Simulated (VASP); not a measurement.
# C (P6_3mc) in VASP: notebook

Runs on C. Level: PBE. Tasks: relaxation of cell and atoms.

All numbers are computed with VASP 6.6.1; they aren't measurements. Logs are shortened: lines on timing, memory, paths and dates and some standing lists are left out, and cuts for length are marked.

## (1) Starting point

The structure is hexagonal, space group P6_3mc (No. 186). Conventional cell: a = 2.470 Å, b = 2.470 Å, c = 6.790 Å, α = 90.00°, β = 90.00°, γ = 120.00°. C (site symmetry 3m) has 3 C at 1.43 Å as nearest neighbours. Around C (site symmetry 3m) lie 3 C at 1.43 Å.

This is a stacking variant of graphite.

## (2) Relaxation of cell and atoms, PBE

Contents of INCAR:

```
SYSTEM = C
PREC = Accurate
ENCUT = 520
EDIFF = 1E-6
ISMEAR = 0
SIGMA = 0.1
LREAL = .False.
LASPH = .True.
NELM = 120
ALGO = Normal
ISIF = 3
LWAVE = .False.
LCHARG = .False.
GGA = PE
IBRION = 2
NSW = 90
EDIFFG = -0.01
KPAR = 2
```

Contents of KPOINTS:

```
Automatic mesh
0
Gamma
  16 16 5
  0 0 0
```

Contents of POSCAR:

```
C
1.0
    2.4700000000      0.0000000000      0.0000000000
   -1.2350000000      2.1390827500      0.0000000000
    0.0000000000      0.0000000000      6.7900000000
C
4
Direct
    0.0000000000      0.0000000000      0.0000000000
    0.0000000000      0.0000000000      0.5000000000
    0.3333333300      0.6666666700      0.0050000000
    0.6666666700      0.3333333300      0.5050000000
```

Potentials or basis: VASP PAW PBE potentials, release 64 (C).

The run is started by

```console
$ cat potpaw_PBE.64/C/POTCAR > POTCAR
$ mpirun -np 2 vasp_std > vasp.out
```

OUTCAR:

```text
SYSTEM = C
   PREC = Accurate
   ENCUT = 520
   EDIFF = 1E-6
   ISMEAR = 0
   LREAL = .False.
   LASPH = .True.
   NELM = 120
   ISIF = 3
   GGA = PE
   IBRION = 2
   NSW = 90
   EDIFFG = -0.01

 ion  position               nearest neighbor table
   1  0.000  0.000  0.000-   3 1.43   3 1.43   3 1.43
   2  0.000  0.000  0.500-   4 1.43   4 1.43   4 1.43
   3  0.333  0.667  0.005-   1 1.43   1 1.43   1 1.43
   4  0.667  0.333  0.505-   2 1.43   2 1.43   2 1.43

  LATTYP: Found a hexagonal cell.
 ALAT       =     2.4700000000
 C/A-ratio  =     2.7489878543

  Lattice vectors:

 A1 = (   2.4700000000,   0.0000000000,   0.0000000000)
 A2 = (  -1.2350000000,   2.1390827500,   0.0000000000)
 A3 = (   0.0000000000,   0.0000000000,   6.7900000000)

Analysis of symmetry for initial positions (statically):
=====================================================================
 Subroutine PRICEL returns:
 Original cell was already a primitive cell.

 Routine SETGRP: Setting up the symmetry group for a
 hexagonal supercell.

 Subroutine GETGRP returns: Found 12 space group operations
 (whereof  6 operations were pure point group operations)
 out of a pool of 24 trial point group operations.

The static configuration has the point symmetry C_3v.
 The point group associated with its full space group is C_6v.

Analysis of symmetry for dynamics (positions and initial velocities):
=====================================================================
 Subroutine PRICEL returns:
 Original cell was already a primitive cell.

 Routine SETGRP: Setting up the symmetry group for a
 hexagonal supercell.

 Subroutine GETGRP returns: Found 12 space group operations
 (whereof  6 operations were pure point group operations)
 out of a pool of 24 trial point group operations.

The dynamic configuration has the point symmetry C_3v.
 The point group associated with its full space group is C_6v.

 Subroutine INISYM returns: Found 12 space group operations
 (whereof  6 operations are pure point group operations),
 and found     1 'primitive' translations

----------------------------------------------------------------------------------------

                                     Primitive cell

  volume of cell :      35.8752

  direct lattice vectors                    reciprocal lattice vectors
     2.470000000  0.000000000  0.000000000     0.404858300  0.233745048  0.000000000
    -1.235000000  2.139082750  0.000000000     0.000000000  0.467490096  0.000000000
     0.000000000  0.000000000  6.790000000     0.000000000  0.000000000  0.147275405

  length of vectors
     2.470000000  2.470000002  6.790000000     0.467490096  0.467490096  0.147275405

  position of ions in fractional coordinates (direct lattice)
     0.000000000  0.000000000  0.000000000
     0.000000000  0.000000000  0.500000000
     0.333333330  0.666666670  0.005000000
     0.666666670  0.333333330  0.505000000

  ion indices of the primitive-cell ions
   primitive index   ion index
                 1           1
                 2           2
                 3           3
                 4           4

----------------------------------------------------------------------------------------

 KPOINTS: Automatic mesh

Automatic generation of k-mesh.
 Grid dimensions read from file:
 generate k-points for:   16   16    5

 Generating k-lattice:

  Cartesian coordinates                     Fractional coordinates (reciprocal lattice)
     0.025303644  0.014609065  0.000000000     0.062500000  0.000000000  0.000000000
     0.000000000  0.029218131  0.000000000     0.000000000  0.062500000  0.000000000
     0.000000000  0.000000000  0.029455081     0.000000000  0.000000000  0.200000000

  Length of vectors
     0.029218131  0.029218131  0.029455081

  Shift w.r.t. Gamma in fractional coordinates (k-lattice)
     0.000000000  0.000000000  0.000000000

 Subroutine IBZKPT returns following result:
 ===========================================

 Found     90 irreducible k-points:

 Following reciprocal coordinates:
            Coordinates               Weight
  0.000000  0.000000  0.000000      1.000000
  0.062500 -0.000000  0.000000      6.000000
  0.125000 -0.000000  0.000000      6.000000
  0.187500 -0.000000  0.000000      6.000000
  0.250000 -0.000000  0.000000      6.000000
  0.312500  0.000000  0.000000      6.000000
[... 16 lines left out ...]
  0.187500  0.187500  0.000000      6.000000
  0.250000  0.187500  0.000000     12.000000
 [... further k-points ...]
   k-points           NKPTS =     90   k-points in BZ     NKDIM =     90   number of bands    NBANDS=     12
   number of dos      NEDOS =    301   number of ions     NIONS =      4
   total plane-waves  NPLWV =  16200
   dimension x,y,z NGX =    18 NGY =   18 NGZ =   50
   dimension x,y,z NGXF=    36 NGYF=   36 NGZF=  100
   ions per type =               4
   NGX,Y,Z   is equivalent  to a cutoff of  12.12, 12.12, 12.24 a.u.
   NGXF,Y,Z  is equivalent  to a cutoff of  24.23, 24.23, 24.48 a.u.
 SYSTEM =  C
   PREC   = accura    normal or accurate (medium, high low for compatibility)
   ISTART =      0    job   : 0-new  1-cont  2-samecut
   ICHARG =      2    charge: 1-file 2-atom 10-const
   ISPIN  =      1    spin polarized calculation?
   LNONCOLLINEAR =      F non collinear calculations
   LSORBIT =      F    spin-orbit coupling
   LASPH  =      T    aspherical Exc in radial PAW
   ENCUT  =  520.0 eV  38.22 Ry    6.18 a.u.   4.59  4.59 12.62*2*pi/ulx,y,z
   NELM   =    120;   NELMIN=  2; NELMDL= -5     # of ELM steps
   EDIFF  = 0.1E-05   stopping-criterion for ELM
   LREAL  =      F    real-space projection
   EDIFFG = -.1E-01   stopping-criterion for IOM
   NSW    =     90    number of steps for IOM
   IBRION =      2    ionic relax: 0-MD 1-quasi-New 2-CG
   NFREE  =      1    steps in history (QN), initial steepest desc. (CG)
   ISIF   =      3    stress and relaxation
   ISYM   =      2    0-nonsym 1-usesym 2-fastsym
   POTIM  = 0.5000    time-step for ionic-motion
   TEBEG  =    0.0;   TEEND  =   0.0 temperature during run
   PSTRESS=    0.0 pullay stress
   NELECT =      16.0000    total number of electrons
   NUPDOWN=      -1.0000    fix difference up-down
   EMIN   =  10.00;   EMAX   =-10.00  energy-range for DOS
   EFERMI =   0.00;   METHOD = LEGACY
   ISMEAR =     0;   SIGMA  =   0.10  broadening in eV -4-tet -1-fermi 0-gaus
   EFERMI_NEDOS =   21; number of points for ismear=-14 and -15
   IALGO  =     38    algorithm
   IMIX   =      4    mixing-type and parameters
     AMIX     =   0.40;   BMIX     =  1.00
     AMIX_MAG =   1.60;   BMIX_MAG =  1.00
  volume/ion in A,a.u.               =       8.97        60.52
  Fermi-wavevector in a.u.,A,eV,Ry     =   1.250787  2.363645 21.285884  1.564468
  Thomas-Fermi vector in A             =   2.384765
   LORBIT       =      0    0 simple, 1 ext, 2 COOP (PROOUT), +10 PAW based schemes
   GGA     = PE    functional components
   LHFCALC =     F    Hartree Fock is set to
   AEXX    =    0.0000 exact exchange contribution
   IVDW    =     0    specifies the selected vdW correction
   LEPSILON=     F    determine dielectric tensor
   LRPA    =     F    only Hartree local field effects (RPA)
 conjugate gradient relaxation of ions
 non-spin polarized calculation
 Gauss-broadening in eV      SIGMA  =   0.10
  energy-cutoff  :      520.00
  volume of cell :       35.88
 maximum number of plane-waves:       986
   NGX =  9   NGY =  9   NGZ = 25

--------------------------------------- Ionic step        1  -------------------------------------------

 number of electron      15.9999995 magnetization

 Free energy of the ion-electron system (eV)
  ---------------------------------------------------
  ext. energy  EPLUGINS =         0.00000000
  ---------------------------------------------------
  free energy    TOTEN  =       -36.83509843 eV

  energy without entropy =      -36.83509832  energy(sigma->0) =      -36.83509838

------------------------ aborting loop because EDIFF is reached ----------------------------------------

  FORCE on cell =-STRESS in cart. coord.  units (eV):
  Direction    XX          YY          ZZ          XY          YZ          ZX
  --------------------------------------------------------------------------------------
  -------------------------------------------------------------------------------------
  Total       -0.3150425     -0.3150426      0.6571029      0.0000000      0.0000000      0.0000000
  in kB      -14.0697209    -14.0697209     29.3460491      0.0000000      0.0000000      0.0000000
  external PRESSURE =       0.4022024 kB  Pullay stress =       0.0000000 kB

 VOLUME and BASIS-vectors are now :
 -----------------------------------------------------------------------------
  energy-cutoff  :      520.00
  volume of cell :       35.88
      direct lattice vectors                 reciprocal lattice vectors
     2.470000000  0.000000000  0.000000000     0.404858300  0.233745048  0.000000000
    -1.235000000  2.139082750  0.000000000     0.000000000  0.467490096  0.000000000
     0.000000000  0.000000000  6.790000000     0.000000000  0.000000000  0.147275405
[... 444 lines left out ...]
 k-point    24 :       0.2500    0.1875    0.0000
  band No.  band energies     occupation
      1     -11.9440      2.00000
      2     -11.7755      2.00000
      3      -5.4684      2.00000
      4      -5.4015      2.00000
      5      -3.5946      2.00000
      6      -3.5466      2.00000
      7      -0.0736      2.00000
      8       1.1958      2.00000
      9       8.0409      0.00000
     10       8.5088      0.00000
     11      12.4448      0.00000
     12      14.7488      0.00000

 [... further k-points ...]

[... ionic steps 4 to 9 ...]

--------------------------------------- Ionic step       10  -------------------------------------------

 number of electron      15.9999995 magnetization

 E-fermi :   3.6897     XC(G=0):  -9.4682

 val. band max:        3.2289441231   @ k =   0.3125   0.3125   0.0000
 cond. band min:       4.1176088190   @ k =   0.3125   0.3125   0.0000
 fundamental gap:      0.8886646959
 Fermi energy:         3.6896608710

 k-point     1 :       0.0000    0.0000    0.0000
  band No.  band energies     occupation
      1     -15.9166      2.00000
      2     -15.8098      2.00000
      3      -4.4382      2.00000
      4      -3.4424      2.00000
      5       0.6030      2.00000
      6       0.6030      2.00000
      7       0.6077      2.00000
      8       0.6077      2.00000
      9       7.1476      0.00000
     10      11.9428      0.00000
     11      11.9428      0.00000
     12      11.9584      0.00000
[... 405 lines left out ...]
 POSITION                                       TOTAL-FORCE (eV/Angst)
 -----------------------------------------------------------------------------------
      0.00000      0.00000      0.01948        -0.000000     -0.000000     -0.014313
      0.00000      0.00000      3.82945        -0.000000     -0.000000     -0.014313
     -0.00000      1.42555      0.01862         0.000000      0.000000      0.014313
      1.23457      0.71278      3.82859         0.000000      0.000000      0.014313
 -----------------------------------------------------------------------------------
    total drift:                               -0.000000     -0.000000     -0.000015

  FREE ENERGIE OF THE ION-ELECTRON SYSTEM (eV)
  ---------------------------------------------------
  free  energy   TOTEN  =       -36.8923208045 eV

  energy  without entropy=      -36.8923208045  energy(sigma->0) =      -36.89232080

--------------------------------------- Ionic step       12  -------------------------------------------

 number of electron      15.9999995 magnetization

 Free energy of the ion-electron system (eV)
  ---------------------------------------------------
  ext. energy  EPLUGINS =         0.00000000
  ---------------------------------------------------
  free energy    TOTEN  =       -36.89245226 eV

  energy without entropy =      -36.89245226  energy(sigma->0) =      -36.89245226

 E-fermi :   3.6788     XC(G=0):  -9.4583

 val. band max:        3.2156635840   @ k =   0.3125   0.3125   0.0000
 cond. band min:       4.1053410150   @ k =   0.3125   0.3125   0.0000
 fundamental gap:      0.8896774310
 Fermi energy:         3.6788485847

 k-point     1 :       0.0000    0.0000    0.0000
  band No.  band energies     occupation
      1     -15.9209      2.00000
      2     -15.8150      2.00000
      3      -4.4417      2.00000
      4      -3.4515      2.00000
      5       0.5899      2.00000
      6       0.5899      2.00000
      7       0.5946      2.00000
      8       0.5946      2.00000
      9       7.1358      0.00000
     10      11.9241      0.00000
     11      11.9241      0.00000
     12      11.9396      0.00000
[... 367 lines left out ...]
 POSITION                                       TOTAL-FORCE (eV/Angst)
 -----------------------------------------------------------------------------------
      0.00000      0.00000      0.01876        -0.000000      0.000000      0.008473
      0.00000      0.00000      3.82189         0.000000      0.000000      0.008473
     -0.00000      1.42471      0.01927         0.000000     -0.000000     -0.008473
      1.23384      0.71236      3.82240        -0.000000     -0.000000     -0.008473
 -----------------------------------------------------------------------------------
    total drift:                               -0.000000     -0.000000     -0.000055

  FREE ENERGIE OF THE ION-ELECTRON SYSTEM (eV)
  ---------------------------------------------------
  free  energy   TOTEN  =       -36.8924522609 eV

  energy  without entropy=      -36.8924522609  energy(sigma->0) =      -36.89245226

 reached required accuracy - stopping structural energy minimisation
```

Run time: 2.1 min. Hardware: 2 MPI ranks of AMD EPYC 7R13 (Zen 3), shared host; peak memory 0.13 GiB.

What came out:

| Quantity | Value |
| --- | --- |
| Free energy | -36.8925 eV |
| Relaxed volume | 10.03 Å³/atom |
| Relaxed cell | a = 2.468 Å, b = 2.468 Å, c = 7.606 Å, α = 90.00°, β = 90.00°, γ = 120.00° |
| Space group after relaxing (to 0.05 Å) | P6_3/mmc (No. 194) |
| Energy gained by relaxing | 14.3 meV/atom |
| Ionic steps | 12 |
| Pressure after relaxing | 0.0 GPa |
| Largest force after relaxing | 0.008 eV/Å |
| Band gap on the k mesh | 0.89 eV, direct |

Forces on the atoms (eV/Å):
```
C    0.000  0.000  0.008
C    0.000  0.000  0.008
C    0.000  0.000 -0.008
C    0.000  0.000 -0.008
```

Step by step:
| step | energy change (eV) | largest force (eV/Å) | pressure (GPa) | volume (Å³) |
| --- | --- | --- | --- | --- |
| 1 | 0.0000 | 0.5679 | 0.04 | 35.88 |
| 2 | -0.0155 | 0.3511 | 3.09 | 35.89 |
| 3 | -0.0225 | 0.0240 | 2.03 | 35.88 |
| 4 | -0.0262 | 0.0919 | -0.90 | 36.43 |
| 5 | -0.0262 | 0.0899 | -0.82 | 36.42 |
| 6 | -0.0291 | 0.0853 | -0.78 | 36.58 |
| 7 | -0.0367 | 0.0712 | -0.63 | 37.07 |
| 8 | -0.0481 | 0.0424 | -0.34 | 38.04 |
| 9 | -0.0573 | 0.0186 | 0.18 | 39.97 |
| 10 | -0.0573 | 0.0211 | 0.19 | 40.05 |
| 11 | -0.0572 | 0.0143 | -0.47 | 40.23 |
| 12 | -0.0574 | 0.0085 | -0.03 | 40.11 |

Final structure:
```cif
data_structure
_symmetry_space_group_name_H-M 'P 1'
_symmetry_Int_Tables_number 1
_cell_length_a 2.4677
_cell_length_b 2.4677
_cell_length_c 7.6063
_cell_angle_alpha 90.000
_cell_angle_beta 90.000
_cell_angle_gamma 120.000
_cell_volume 40.11
loop_
_atom_site_label
_atom_site_type_symbol
_atom_site_fract_x
_atom_site_fract_y
_atom_site_fract_z
_atom_site_occupancy
C1 C 0.00000 0.00000 0.00247 1
C2 C 0.00000 0.00000 0.50247 1
C3 C 0.33333 0.66667 0.00253 1
C4 C 0.66667 0.33333 0.50253 1
```

Caveat: an odd mesh through Γ misses points on the zone boundary, where band edges often lie; this functional lacks dispersion, which binds the layers, so the pressure and a relaxed spacing across them are unreliable; the volume moved by +12 % from the deposited cell, more than functionals usually miss.

## (3) Relaxation of cell and atoms, PBE

This run uses another cell than the first one, of 10.03 Å³/atom, 1.118 times its volume.

INCAR, as its differences from that of step 2:

```diff
@@ -3,3 +3,3 @@
 ENCUT = 520
-EDIFF = 1E-6
+EDIFF = 1E-7
 ISMEAR = 0
@@ -15,4 +15,5 @@
 IBRION = 2
-NSW = 90
-EDIFFG = -0.01
+NSW = 60
+EDIFFG = -0.005
+POTIM = 0.3
 KPAR = 2
```

KPOINTS is that of step 2.

Contents of POSCAR:

```
C                                       
1.0
    2.4676783855      0.0000000000      0.0000000000
   -1.2338391927      2.1370721728      0.0000000000
    0.0000000000      0.0000000000      7.6062513980
  C             
     4
Direct
     0.0000000000000000    0.0000000000000000    0.0024666355185197
     0.0000000000000000    0.0000000000000000    0.5024666355185198
     0.3333333300000021    0.6666666699999979    0.0025333644814829
     0.6666666699999979    0.3333333300000021    0.5025333644814828
```

Potentials or basis: VASP PAW PBE potentials, release 64 (C).

The run is started by

```console
$ cat potpaw_PBE.64/C/POTCAR > POTCAR
$ mpirun -np 2 vasp_std > vasp.out
```

Run time: 3.5 min. Hardware: 2 MPI ranks of AMD EPYC 7R13 (Zen 3), shared host; peak memory 0.14 GiB.

Results (log left out):

* Free energy: -36.9053 eV
* Relaxed volume: 10.72 Å³/atom
* Relaxed cell: a = 2.468 Å, b = 2.468 Å, c = 8.130 Å, α = 90.00°, β = 90.00°, γ = 120.00°
* Space group after relaxing (to 0.05 Å): P6_3/mmc (No. 194)
* Energy gained by relaxing: 1.4 meV/atom
* Ionic steps: 16
* Pressure after relaxing: 0.0 GPa
* Band gap on the k mesh: 1.01 eV, direct

Forces on the atoms (eV/Å):
```
C    0.000  0.000  0.003
C    0.000  0.000  0.003
C    0.000  0.000 -0.003
C    0.000  0.000 -0.003
```

The path:
| step | energy change (eV) | largest force (eV/Å) | pressure (GPa) | volume (Å³) |
| --- | --- | --- | --- | --- |
| 1 | 0.0000 | 0.0085 | 0.21 | 40.11 |
| 2 | -0.0002 | 0.0003 | 0.21 | 40.16 |
| 3 | -0.0007 | 0.0245 | 0.20 | 40.30 |
| 4 | -0.0013 | 0.0744 | 0.19 | 40.57 |
| 5 | -0.0014 | 0.1756 | 0.17 | 41.12 |
| 6 | -0.0016 | 0.1305 | 0.18 | 40.88 |
| 7 | -0.0016 | 0.1294 | 0.17 | 40.89 |
| 8 | -0.0018 | 0.1260 | 0.17 | 40.95 |
| 9 | -0.0022 | 0.1191 | 0.15 | 41.05 |
| 10 | -0.0029 | 0.1053 | 0.12 | 41.26 |
| 11 | -0.0040 | 0.0773 | 0.06 | 41.69 |
| 12 | -0.0053 | 0.0203 | -0.08 | 42.53 |
| 13 | -0.0054 | 0.0062 | -0.14 | 42.92 |
| 14 | -0.0054 | 0.0034 | -0.14 | 42.88 |
| 15 | -0.0055 | 0.0024 | 0.07 | 42.88 |
| 16 | -0.0055 | 0.0027 | 0.01 | 42.88 |

Final structure:
```cif
data_structure
_symmetry_space_group_name_H-M 'P 1'
_symmetry_Int_Tables_number 1
_cell_length_a 2.4678
_cell_length_b 2.4678
_cell_length_c 8.1302
_cell_angle_alpha 90.000
_cell_angle_beta 90.000
_cell_angle_gamma 120.000
_cell_volume 42.88
loop_
_atom_site_label
_atom_site_type_symbol
_atom_site_fract_x
_atom_site_fract_y
_atom_site_fract_z
_atom_site_occupancy
C1 C 0.00000 0.00000 0.00249 1
C2 C 0.00000 0.00000 0.50249 1
C3 C 0.33333 0.66667 0.00251 1
C4 C 0.66667 0.33333 0.50251 1
```

Levels at points of the mesh, in eV from the valence-band top:
```
           k point  band 4  band 5  band 6  band 7  band 8  band 9  band 10  band 11  band 12
(0.00, 0.00, 0.00)   -6.77   -2.56   -2.56   -2.55   -2.55    3.72     7.49     8.78     8.78
(0.50, 0.00, 0.00)  -12.73   -5.93   -5.92   -1.98   -1.77    2.05     2.32     7.79     7.88
```

Caveat: an odd mesh through Γ misses points on the zone boundary, where band edges often lie; this functional lacks dispersion, which binds the layers, so the pressure and a relaxed spacing across them are unreliable. PBE usually gives volumes a little too large and moduli too small.
